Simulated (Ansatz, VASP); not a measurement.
## As: VASP beside Ansatz

The input INCAR:

```
SYSTEM = As
ALGO = Normal
EDIFF = 1E-7
ENCUT = 520
ISIF = 2
ISMEAR = -1
LASPH = .True.
LCHARG = .False.
LREAL = .False.
LWAVE = .False.
NBANDS = 8
NELM = 100
PREC = Accurate
SIGMA = 0.1
```

The input KPOINTS:

```
k-points
0
Gamma
  17 17 17
  0 0 0
```

The input POSCAR:

```
As
1.0
    0.0000000000      1.6553690250      1.6553690250
    1.6553690250      0.0000000000      1.6553690250
    1.6553690250      1.6553690250      0.0000000000
As
1
Direct
    0.0000000000      0.0000000000      0.0000000000
```

Input for Ansatz:

```yaml
crystal:
  lattice:
    - [0.0, 1.655369025, 1.655369025]
    - [1.655369025, 0.0, 1.655369025]
    - [1.655369025, 1.655369025, 0.0]
  atoms:
    - { symbol: As, position: [0.0, 0.0, 0.0] }
kpoints:
  mp_grid: { grid: [17, 17, 17] }
  band_path:
    path:
      - [0.0, 0.0, 0.0]
      - [0.5, 0.0, 0.5]
      - [0.625, 0.25, 0.625]
      - [0.375, 0.375, 0.75]
      - [0.0, 0.0, 0.0]
      - [0.5, 0.5, 0.5]
      - [0.5, 0.25, 0.75]
      - [0.5, 0.0, 0.5]
    npoints: 8
scf:
  occupations: { method: fermi_dirac, width: 0.1 }
hamiltonian:
  xc: lda
  pseudopotentials: { kind: paw }
output:
  forces: true
  stress: true
  eigenvalues: true
  populations: true
  dos: { projected: true, de: 0.2, e_range: [-14, 8] }
```

Change from the starting cell: volume scaled by 0.5, PAW files.

Alike in both runs: task single point; functional LDA; k mesh 17 × 17 × 17; occupations fermi-dirac, width 0.1 eV; no spin polarisation.

|  | VASP | Ansatz |
| --- | --- | --- |
| version | VASP 6.6.1 | Ansatz 0.2.0 |
| potentials or method | VASP PAW LDA potentials, release 64 (As) | PAW with Ansatz's default frozen-core files, scalar-relativistic |
| plane-wave cutoff (eV) | 520 | 420 |
| valence electrons in the cell | 5 | 15 |

VASP gave:

| Item | Value |
| --- | --- |
| pressure (GPa) | 299.7 |

Task: Which values does Ansatz return?

Result: Pressure (GPa): 286.1.

The two sets of potentials don't hold the same shells in valence.

Caveats: the cell as given lies far from equilibrium; so large a pressure means that the cell lies far from this level's equilibrium, or that cutoff or potentials fall short (VASP).
